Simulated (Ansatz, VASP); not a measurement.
# MnO in VASP and in Ansatz

Contents of run.py:

```python
from ase.calculators.vasp import Vasp
from ase.dft.bandgap import bandgap
from ase.io import read

atoms = read('MnO.cif')
atoms.set_initial_magnetic_moments([4.0, 0.0])
calc = Vasp(
    directory='calc',
    xc='pbesol',
    pp='PBE',
    setups='recommended',
    pp_version='54',
    prec='Accurate',
    encut=520,
    ediff=1e-07,
    ismear=0,
    sigma=0.1,
    lreal=False,
    lasph=True,
    nelm=100,
    algo='Normal',
    isif=2,
    lwave=False,
    lcharg=False,
    ispin=2,
    lorbit=11,
    lmaxmix=4,
    kpts=[10, 10, 10],
    gamma=True,
    nbands=20,
)
atoms.calc = calc

print('energy (eV):', atoms.get_potential_energy())
print('free energy (eV):', atoms.get_potential_energy(force_consistent=True))
print('forces (eV/A):')
print(atoms.get_forces())
print('stress (eV/A^3, Voigt):', atoms.get_stress())
print('Fermi level (eV):', calc.get_fermi_level())
print('moment (muB):', atoms.get_magnetic_moment())
print('site moments (muB):', atoms.get_magnetic_moments())
gap, top, bottom = bandgap(calc)
print('band gap (eV):', gap, 'from (spin, k, band)', top, 'to', bottom)
```

Contents of MnO.cif:

```cif
data_MnO
_cell_length_a 3.14508043
_cell_length_b 3.14508043
_cell_length_c 3.14508043
_cell_angle_alpha 60.00000000
_cell_angle_beta 60.00000000
_cell_angle_gamma 60.00000000
_space_group_name_H-M_alt 'P1'
_space_group_name_Hall 'P 1'
_space_group_IT_number 1
loop_
_space_group_symop_operation_xyz
'x,y,z'
loop_
_atom_site_label
_atom_site_type_symbol
_atom_site_symmetry_multiplicity
_atom_site_Wyckoff_symbol
_atom_site_fract_x
_atom_site_fract_y
_atom_site_fract_z
_atom_site_occupancy
Mn1 Mn 1 a 0.0000000000 0.0000000000 0.0000000000 1
O1 O 1 a 0.5000000000 0.5000000000 0.5000000000 1
```

The input input.yaml:

```yaml
crystal:
  lattice:
    - [0.0, 2.2239077028, 2.2239077028]
    - [2.2239077028, 0.0, 2.2239077028]
    - [2.2239077028, 2.2239077028, 0.0]
  atoms:
    - { symbol: Mn, position: [0.0, 0.0, 0.0], spin: 4.0 }
    - { symbol: O, position: [0.5, 0.5, 0.5] }
hamiltonian:
  xc: pbesol
  pseudopotentials: { kind: paw }
magnetization:
  spin_polarized: true
kpoints:
  mp_grid: { grid: [10, 10, 10] }
scf:
  occupations: { method: gaussian, width: 0.1 }
output:
  forces: true
  stress: true
  eigenvalues: true
  write_density: true
  write_potential: true
  elf: true
  volumetric_format: npy
```

The cell is a database's computed one.

Alike in both runs: task single point; functional PBEsol; k mesh 10 × 10 × 10; occupations gaussian, width 0.1 eV; collinear spin, ferromagnetic start.

|  | VASP | Ansatz |
| --- | --- | --- |
| version | VASP 6.6.1 | Ansatz 0.2.0 |
| potentials or method | VASP PAW PBE potentials, release 54 (Mn_pv, O) | Ansatz PAW |
| plane-wave cutoff (eV) | 520 | 420 |
| valence electrons in the cell | 19 | 21 |

VASP gave:

```
gap on the k mesh at the Fermi level (eV)                     : none
pressure (GPa)                                                : -6.7
net moment per atom (μB)                                      : 2.39
size of the moment on the site where the two differ most (μB) : 4.33
```

Which values does Ansatz return?

gap on the k mesh at the Fermi level (eV): none; pressure (GPa): -7.0; net moment per atom (μB): 2.39; size of the moment on the site where the two differ most (μB): 4.04.

Site moments also hang on the region over which each program counts them. A gap of «none» marks a metal or a gap that the smearing closes. The two sets of potentials don't hold the same shells in valence.

Caveats: a cell with one magnetic atom can't hold antiferromagnetic order, which such compounds often take; semilocal functionals often make such compounds metallic where correlation or magnetic order opens a gap, which also shifts bond lengths; the PAW data sets were made with another functional, which shifts forces and pressure a little (VASP); the pressure holds a Pulay correction of +0.6 GPa for the finite cutoff (Ansatz); the PAW data sets come from PBE, with cores solved anew for the run's functional, which leaves a small shift of forces and pressure (Ansatz). With open d or f shells a metallic result of PBEsol can be an artefact of self-interaction; +U or a hybrid may open a gap.
